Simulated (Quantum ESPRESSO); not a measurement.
# MoS2 (P-3m1) in Quantum ESPRESSO: convergence with smearing width

Aim: find how far smearing width must go before the results for MoS2 settle, at PBEsol. This setting moves, with any that are tied to it; all else stays.

Everything below comes from runs of Quantum ESPRESSO 7.5. Logs are shortened: lines on timing, memory, paths and dates and some standing lists are left out, and cuts for length are marked.

## 1. The structure

It takes space group P-3m1 (No. 164, trigonal). Conventional cell: a = 3.227 Å, b = 3.227 Å, c = 6.312 Å, α = 90.00°, β = 90.00°, γ = 120.00°. Mo (site symmetry -3m) is surrounded by 6 S at 2.42 Å. Around S (site symmetry 3m) lie 3 Mo at 2.42 Å.

Measurements of this composition are mostly on another form, of space group No. 194.

## 2. With smearing width 0.5 eV

pw.in reads:

```
&CONTROL
  calculation = 'scf'
  prefix = 'pwscf'
  outdir = './tmp'
  pseudo_dir = './pseudo'
  tprnfor = .true.
  tstress = .true.
  disk_io = 'nowf'
/
&SYSTEM
  ibrav = 0
  nat = 3
  ntyp = 2
  ecutwfc = 80
  nbnd = 20
  occupations = 'smearing'
  smearing = 'gaussian'
  degauss = 0.03674932
/
&ELECTRONS
  conv_thr = 6d-10
  electron_maxstep = 120
  mixing_beta = 0.5
/
ATOMIC_SPECIES
Mo    95.9500 Mo.upf
S     32.0600 S.upf
CELL_PARAMETERS angstrom
   3.2274645616    0.0000000000    0.0000000000
  -1.6137322808    2.7950663001    0.0000000000
   0.0000000000    0.0000000000    6.3124734200
ATOMIC_POSITIONS crystal
Mo     0.0000000000    0.0000000000    0.5000000000
S      0.6666666667    0.3333333333    0.7446806800
S      0.3333333333    0.6666666667    0.2553193200
K_POINTS automatic
9 9 4 0 0 0
```

Potentials or basis: PseudoDojo 0.4.1 SR PBEsol standard.

On the command line:

```
OMP_NUM_THREADS=1 pw.x -in pw.in > pw.out
```

pw.out:

```text
This program is part of the open-source Quantum ESPRESSO suite
     for quantum simulation of materials; please cite
[... 9 lines left out ...]
     --------------------
     sticks:   dense  smooth     PW     G-vecs:    dense   smooth      PW
     Sum         823     823    241                37189    37189    5917

     Using Slab Decomposition

     bravais-lattice index     =            0
     lattice parameter (alat)  =       6.0990  a.u.
     unit-cell volume          =     384.2818 (a.u.)^3
     number of atoms/cell      =            3
     number of atomic types    =            2
     number of electrons       =        26.00
     number of Kohn-Sham states=           20
     kinetic-energy cutoff     =      80.0000  Ry
     charge density cutoff     =     320.0000  Ry
     scf convergence threshold =      6.0E-10
     mixing beta               =       0.5000
     number of iterations used =            8  plain     mixing
     Exchange-correlation= PBESOL
                           (   1   4  10   8   0   0   0)

     celldm(1)=   6.099024  celldm(2)=   0.000000  celldm(3)=   0.000000
     celldm(4)=   0.000000  celldm(5)=   0.000000  celldm(6)=   0.000000

     crystal axes: (cart. coord. in units of alat)
               a(1) = (   1.000000   0.000000   0.000000 )
               a(2) = (  -0.500000   0.866025   0.000000 )
               a(3) = (   0.000000   0.000000   1.955861 )

     reciprocal axes: (cart. coord. in units 2 pi/alat)
               b(1) = (  1.000000  0.577350 -0.000000 )
               b(2) = (  0.000000  1.154701  0.000000 )
               b(3) = (  0.000000 -0.000000  0.511284 )

     PseudoPot. # 1 for Mo read from file:
     Mo.upf
     Pseudo is Norm-conserving + core correction, Zval = 14.0
     Generated using ONCVPSP code by D. R. Hamann
     Using radial grid of 1640 points,  6 beta functions with:
                l(1) =   0
                l(2) =   0
                l(3) =   1
                l(4) =   1
                l(5) =   2
                l(6) =   2

     PseudoPot. # 2 for S  read from file:
     S.upf
     Pseudo is Norm-conserving + core correction, Zval =  6.0
     Generated using ONCVPSP code by D. R. Hamann
     Using radial grid of 1146 points,  6 beta functions with:
                l(1) =   0
                l(2) =   0
                l(3) =   1
                l(4) =   1
                l(5) =   2
                l(6) =   2

     atomic species   valence    mass     pseudopotential
     Mo               14.00    95.95000     Mo( 1.00)
     S                 6.00    32.06000     S ( 1.00)

     12 Sym. Ops., with inversion, found

   Cartesian axes

     site n.     atom                  positions (alat units)
         1        Mo     tau(   1) = (   0.0000000   0.0000000   0.9779307  )
         2        S      tau(   2) = (   0.5000000   0.2886751   1.4564922  )
         3        S      tau(   3) = (  -0.0000000   0.5773503   0.4993692  )

     number of k points=    43  Gaussian smearing, width (Ry)=  0.0367
                       cart. coord. in units 2pi/alat
        k(    1) = (   0.0000000   0.0000000   0.0000000), wk =   0.0061728
        k(    2) = (   0.0000000   0.0000000   0.1278209), wk =   0.0123457
        k(    3) = (   0.0000000   0.0000000  -0.2556418), wk =   0.0061728
        k(    4) = (   0.0000000   0.1283001   0.0000000), wk =   0.0370370
        k(    5) = (   0.0000000   0.1283001   0.1278209), wk =   0.0370370
        k(    6) = (   0.0000000   0.1283001  -0.2556418), wk =   0.0370370
[... 35 lines left out ...]
        k(   42) = (  -0.1111111   0.4490502  -0.1278209), wk =   0.0740741
        k(   43) = (  -0.2222222   0.5132002  -0.1278209), wk =   0.0740741

     Dense  grid:    37189 G-vectors     FFT dimensions: (  36,  36,  72)

     Initial potential from superposition of free atoms

     starting charge      25.9986, renormalised to      26.0000
     Starting wfcs are   18 randomized atomic wfcs +    2 random wfcs

     Self-consistent Calculation

     iteration #  1     ecut=    80.00 Ry     beta= 0.50
     Davidson diagonalization with overlap
     ethr =  1.00E-02,  avg # of iterations =  5.0

     total energy              =    -184.54304449 Ry
     estimated scf accuracy    <       0.51942123 Ry

     iteration #  2     ecut=    80.00 Ry     beta= 0.50
     Davidson diagonalization with overlap
     ethr =  2.00E-03,  avg # of iterations =  2.0

     total energy              =    -184.36621336 Ry
     estimated scf accuracy    <       2.95815293 Ry

     iteration #  3     ecut=    80.00 Ry     beta= 0.50
     Davidson diagonalization with overlap
     ethr =  2.00E-03,  avg # of iterations =  2.0

     total energy              =    -184.77052245 Ry
     estimated scf accuracy    <       0.05975928 Ry

     iteration #  4     ecut=    80.00 Ry     beta= 0.50
     Davidson diagonalization with overlap
     ethr =  2.30E-04,  avg # of iterations =  2.2

     total energy              =    -184.77431662 Ry
     estimated scf accuracy    <       0.00354088 Ry

     iteration #  5     ecut=    80.00 Ry     beta= 0.50
     Davidson diagonalization with overlap
     ethr =  1.36E-05,  avg # of iterations =  5.3
[... 22 lines left out ...]
     total energy              =    -184.77511077 Ry
     estimated scf accuracy    <       0.00000096 Ry

     iteration #  9     ecut=    80.00 Ry     beta= 0.50
     Davidson diagonalization with overlap
     ethr =  2.86E-09,  avg # of iterations =  2.0

     total energy              =    -184.77511094 Ry
     estimated scf accuracy    <       0.00000007 Ry

     iteration # 10     ecut=    80.00 Ry     beta= 0.50
     Davidson diagonalization with overlap
     ethr =  2.86E-10,  avg # of iterations =  1.0

     total energy              =    -184.77511095 Ry
     estimated scf accuracy    <          2.2E-09 Ry

     iteration # 11     ecut=    80.00 Ry     beta= 0.50
     Davidson diagonalization with overlap
     ethr =  8.38E-12,  avg # of iterations =  3.2

     End of self-consistent calculation

          k = 0.0000 0.0000 0.0000 (  4623 PWs)   bands (ev):

   -51.5832 -25.6564 -25.6025 -25.6025  -4.7044  -3.2419   3.4181   6.0822
     6.0822   8.3030   9.0283   9.1575   9.1575   9.8293   9.8293  13.3244
    13.3244  16.0790  16.1851  20.2034

          k = 0.0000 0.0000 0.1278 (  4648 PWs)   bands (ev):

   -51.5832 -25.6565 -25.6025 -25.6025  -4.6223  -3.3822   3.7587   6.0867
     6.0867   7.2905   9.1544   9.1544   9.7157   9.7948   9.7948  13.4037
    13.4037  15.9713  16.8872  19.6090

          k = 0.0000 0.0000-0.2556 (  4606 PWs)   bands (ev):

   -51.5832 -25.6565 -25.6025 -25.6025  -4.5200  -3.5403   4.2125   6.0913
     6.0913   6.5179   9.1512   9.1512   9.7612   9.7612  10.0446  13.4837
    13.4837  16.0478  17.6572  18.9633

          k = 0.0000 0.1283 0.0000 (  4637 PWs)   bands (ev):

   -51.5795 -25.6489 -25.6416 -25.6114  -4.5185  -3.2029   3.6563   5.6683
     6.1831   8.0514   8.5810   8.5915   9.0302  10.1060  10.3761  12.8927
    13.2567  16.7975  16.9588  19.0778

          k = 0.0000 0.1283 0.1278 (  4658 PWs)   bands (ev):

   -51.5795 -25.6489 -25.6416 -25.6114  -4.4362  -3.3350   3.9882   5.5551
     6.1932   7.6669   8.1727   8.5529   9.3903  10.3444  10.3966  12.8283
    13.3884  16.7322  17.5328  19.2446
[... 189 lines left out ...]
   -51.5795 -25.6489 -25.6416 -25.6114  -4.4390  -3.3302   3.9635   5.5902
     6.1800   7.6833   8.0942   8.5823   9.4354  10.3946  10.3952  12.9185
    13.2225  16.7069  17.5665  18.8216

          k = 0.0000 0.2566-0.1278 (  4656 PWs)   bands (ev):

   -51.5702 -25.7399 -25.6341 -25.6292  -3.9532  -3.1734   4.2787   5.2697
     6.2140   6.3006   8.0793   8.1350   8.9519  10.8561  10.9374  12.5161
    13.1652  17.2896  17.5047  18.4437

          k = 0.0000 0.3849-0.1278 (  4644 PWs)   bands (ev):

   -51.5595 -25.8497 -25.6597 -25.6069  -3.4201  -2.8596   4.1611   4.6652
     5.7553   6.1795   7.8234   8.2203   8.2853  10.9648  11.4703  13.0221
    13.3665  16.0290  16.5736  19.3480

          k = 0.0000 0.5132-0.1278 (  4637 PWs)   bands (ev):

   -51.5525 -25.9204 -25.6764 -25.5923  -3.1747  -2.4438   3.3967   4.6684
     5.6982   6.0147   7.4224   8.1980   8.4202  11.0402  11.8412  13.5466
    13.7793  15.3152  16.2042  18.0197

          k =-0.1111 0.3208-0.1278 (  4645 PWs)   bands (ev):

   -51.5630 -25.8026 -25.6634 -25.6141  -3.5443  -3.0390   4.3980   5.2313
     5.4654   6.3192   7.2053   8.1369   9.1052  10.6058  11.3823  12.4795
    13.4329  17.0859  17.7770  18.8645

          k =-0.1111 0.4491-0.1278 (  4643 PWs)   bands (ev):

   -51.5541 -25.8851 -25.6919 -25.5958  -3.1616  -2.6412   3.9249   4.5187
     5.8245   6.0524   7.1594   7.5497   9.1021  10.9106  11.6850  12.7157
    13.8320  16.1573  17.0260  18.6261

          k =-0.2222 0.5132-0.1278 (  4637 PWs)   bands (ev):

   -51.5494 -25.8794 -25.7577 -25.5861  -2.8483  -2.5207   4.0008   4.5833
     5.6175   6.0367   6.2384   7.0463   9.8513  10.8851  11.4138  12.6271
    13.9774  16.7209  17.6476  18.0176

     the Fermi energy is    10.0499 ev

!    total energy              =    -184.77511095 Ry
     estimated scf accuracy    <          2.4E-11 Ry
     smearing contrib. (-TS)   =      -0.01335862 Ry
     internal energy E=F+TS    =    -184.76175232 Ry

     The total energy is F=E-TS. E is the sum of the following terms:
     one-electron contribution =     -95.32054266 Ry
     hartree contribution      =      57.78539695 Ry
     xc contribution           =     -33.06252929 Ry
     ewald contribution        =    -114.16407733 Ry

     convergence has been achieved in  11 iterations

     Forces acting on atoms (cartesian axes, Ry/au):

     atom    1 type  1   force =     0.00000000    0.00000000    0.00000000
     atom    2 type  2   force =     0.00000000    0.00000000    0.00166089
     atom    3 type  2   force =    -0.00000000    0.00000000   -0.00166089

     Total force =     0.002349     Total SCF correction =     0.000003

     Computing stress (Cartesian axis) and pressure

          total   stress  (Ry/bohr**3)                   (kbar)     P=      -29.51
  -0.00027806   0.00000000   0.00000000          -40.90        0.00        0.00
   0.00000000  -0.00027806   0.00000000            0.00      -40.90        0.00
   0.00000000   0.00000000  -0.00004568            0.00        0.00       -6.72

=------------------------------------------------------------------------------=
   JOB DONE.
=------------------------------------------------------------------------------=
```

It took 42 s on 1 thread of Intel Xeon Platinum 8488C (Sapphire Rapids), shared host; peak memory 0.12 GiB.

Results:

```
Free energy            : -2513.9935 eV
Pressure               : -3.0 GPa
Largest force          : 0.043 eV/Å
Band gap on the k mesh : none (metal or under the smearing width)
```

## 3. With smearing width 0.3 eV

Changes to pw.in since step 2:

```diff
@@ -17,3 +17,3 @@
   smearing = 'gaussian'
-  degauss = 0.03674932
+  degauss = 0.02204959
 /
```

Potentials or basis: PseudoDojo 0.4.1 SR PBEsol standard.

On the command line:

```
OMP_NUM_THREADS=1 pw.x -in pw.in > pw.out
```

It took 43 s on 1 thread of Intel Xeon Platinum 8488C (Sapphire Rapids), shared host; peak memory 0.12 GiB.

Results:

```
Free energy            : -2513.9388 eV
Pressure               : -3.2 GPa
Largest force          : 0.030 eV/Å
Band gap on the k mesh : none (metal or under the smearing width)
```

## 4. With smearing width 0.2 eV

Changes to pw.in since step 3:

```diff
@@ -17,3 +17,3 @@
   smearing = 'gaussian'
-  degauss = 0.02204959
+  degauss = 0.01469973
 /
```

On the command line:

```
OMP_NUM_THREADS=1 pw.x -in pw.in > pw.out
```

Run time: 43 s. Hardware: 1 thread of Intel Xeon Platinum 8488C (Sapphire Rapids), shared host; peak memory 0.13 GiB.

Results:

* Free energy: -2513.9241 eV
* Pressure: -3.4 GPa
* Largest force: 0.027 eV/Å
* Band gap on the k mesh: none (metal or under the smearing width)

## 5. With smearing width 0.136 eV

Changes to pw.in since step 4:

```diff
@@ -17,3 +17,3 @@
   smearing = 'gaussian'
-  degauss = 0.01469973
+  degauss = 0.00999582
 /
```

On the command line:

```
OMP_NUM_THREADS=1 pw.x -in pw.in > pw.out
```

It took 38 s on 1 thread of Intel Xeon Platinum 8488C (Sapphire Rapids), shared host; peak memory 0.13 GiB.

Results:

```yaml
Free_energy: -2513.9185 eV
Pressure: -3.4 GPa
Largest_force: 0.028 eV/Å
Band_gap_on_the_k_mesh: none (metal or under the smearing width)
```

## 6. With smearing width 0.1 eV

Changes to pw.in since step 5:

```diff
@@ -17,3 +17,3 @@
   smearing = 'gaussian'
-  degauss = 0.00999582
+  degauss = 0.00734986
 /
```

Potentials or basis: PseudoDojo 0.4.1 SR PBEsol standard.

On the command line:

```
OMP_NUM_THREADS=1 pw.x -in pw.in > pw.out
```

Wall time 38 s (1 thread of Intel Xeon Platinum 8488C (Sapphire Rapids), shared host); peak memory 0.12 GiB.

The run converged. Its results:

- Free energy: -2513.9163 eV
- Pressure: -3.4 GPa
- Largest force: 0.028 eV/Å
- Band gap on the k mesh: none (metal or under the smearing width)

## 7. With smearing width 0.05 eV

Changes to pw.in since step 6:

```diff
@@ -17,3 +17,3 @@
   smearing = 'gaussian'
-  degauss = 0.00734986
+  degauss = 0.00367493
 /
```

On the command line:

```
OMP_NUM_THREADS=1 pw.x -in pw.in > pw.out
```

Wall time 38 s (1 thread of Intel Xeon Platinum 8488C (Sapphire Rapids), shared host); peak memory 0.13 GiB.

It converged, with:

```yaml
Free_energy: -2513.9139 eV
Pressure: -3.4 GPa
Largest_force: 0.035 eV/Å
Band_gap_on_the_k_mesh: none (metal or under the smearing width)
```

## 8. With smearing width 0.025 eV

Changes to pw.in since step 7:

```diff
@@ -17,3 +17,3 @@
   smearing = 'gaussian'
-  degauss = 0.00367493
+  degauss = 0.00183747
 /
```

On the command line:

```
OMP_NUM_THREADS=1 pw.x -in pw.in > pw.out
```

It took 38 s on 1 thread of Intel Xeon Platinum 8488C (Sapphire Rapids), shared host; peak memory 0.13 GiB.

It converged, with:

```
Free energy            : -2513.9130 eV
Pressure               : -3.4 GPa
Largest force          : 0.041 eV/Å
Band gap on the k mesh : none (metal or under the smearing width)
```

## 9. With smearing width 0.01 eV

Changes to pw.in since step 8:

```diff
@@ -17,3 +17,3 @@
   smearing = 'gaussian'
-  degauss = 0.00183747
+  degauss = 0.00073499
 /
```

Potentials or basis: PseudoDojo 0.4.1 SR PBEsol standard.

On the command line:

```
OMP_NUM_THREADS=1 pw.x -in pw.in > pw.out
```

It took 43 s on 1 thread of Intel Xeon Platinum 8488C (Sapphire Rapids), shared host; peak memory 0.13 GiB.

The run converged. Its results:

| Quantity | Value |
| --- | --- |
| Free energy | -2513.9126 eV |
| Pressure | -3.4 GPa |
| Largest force | 0.041 eV/Å |
| Band gap on the k mesh | none (metal or under the smearing width) |

## 10. Summary

```tsv
smearing width	energy less the tightest run, at zero smearing (meV/atom)	pressure (GPa)	largest force (eV/Å)	SCF cycles	CPU time (s)	peak memory (GiB)
0.5 eV	3.30	-2.95	0.043	11	42	0.12
0.3 eV	0.63	-3.25	0.030	11	43	0.12
0.2 eV	-0.27	-3.35	0.027	11	43	0.13
0.136 eV	-0.46	-3.39	0.028	10	38	0.13
0.1 eV	-0.35	-3.39	0.028	10	38	0.12
0.05 eV	-0.13	-3.41	0.035	10	38	0.13
0.025 eV	-0.06	-3.41	0.041	10	38	0.13
0.01 eV	0.00	-3.41	0.041	11	43	0.13
```

Against the tightest run, the energy stays within 1 meV/atom from 0.3 eV on; the pressure stays within 0.1 GPa from 0.2 eV on; the largest force stays within 0.005 eV/Å from 0.025 eV on. Narrower smearing needs a denser k mesh, so at a fixed mesh the narrowest width isn't the most accurate. The tightest run that finished is the yardstick and may itself not be fully converged.

Caveats: this functional lacks dispersion, which binds the layers, so the pressure and a relaxed spacing across them are unreliable.
